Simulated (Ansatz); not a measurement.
**Squeezing PbI₂**

```
Pb I
1.0
     4.62541    0.00000    0.00000
    -2.31270    4.00572    0.00000
     0.00000    0.00000    7.21718
Pb I
1 2
Direct
  0.00000 0.00000 0.00000
  0.66667 0.33333 0.74069
  0.33333 0.66667 0.25931
```

The base volume is that of a database entry, with shape and atoms relaxed on PAW files at held volume, so it needn't be at zero pressure; the structure needn't be the stable phase, at rest or compressed.

Its volume is scaled, and at each volume shape and atoms are relaxed on PAW files; all methods then take that cell.

All numbers are PBE results (scalar-relativistic) from Ansatz 0.2.0, with a Γ-centred 7×7×4 k mesh, Fermi–Dirac smearing of 0.03 eV, no spin polarisation. Methods: LAPW: all electrons, basis error target 1 meV/atom; PAW: frozen-core files, cutoff 420 eV; crystal datasets: all electrons, by PAW datasets that the program makes for each cell.

Energies are extrapolated to zero smearing and count from the unscaled cell; pressure is positive in compression; gaps take the mesh and a band path. No temperature or zero-point motion is included.

Spin–orbit coupling is left out, which matters for the heavy atoms.

```
V/V0  V (Å³/atom)  P LAPW (GPa)  ΔE LAPW (eV/atom)  P PAW − LAPW (GPa)  ΔE PAW − LAPW (meV/atom)  gap (eV)  space group  shortest distance (Å)
1.00        44.57          0.52              0.000               -0.01                       0.0         ?        P-3m1                  3.261
0.85        37.89          3.53              0.071               -0.01                      -0.1      1.99        P-3m1                  3.190
0.80        35.66             ?              0.133               -0.01                      -0.1      1.90        P-3m1                  3.157
0.75        33.43          8.30              0.228               -0.01                      -0.2      1.42        P-3m1                  3.120
```

(1) Give the missing entry: row "1.00", column "gap (eV)".

(2) Give the missing entry: row "0.80", column "P LAPW (GPa)".

(3) At the smallest volume, how far do crystal datasets lie from LAPW in pressure?

(4) How do the Löwdin populations by LAPW change from the unscaled cell to the last row?

## Answers

(1) 2.32.

(2) 5.52.

(3) crystal datasets: 0.00 GPa, on a LAPW pressure of 8.30 GPa.

(4) Pb 6p 1.64 → 1.81, I 5p 5.24 → 5.16 electrons an atom. These are projections on the shells that the free atoms fill; 0.07 e a cell lies outside them at the start and 0.09 e at the end.
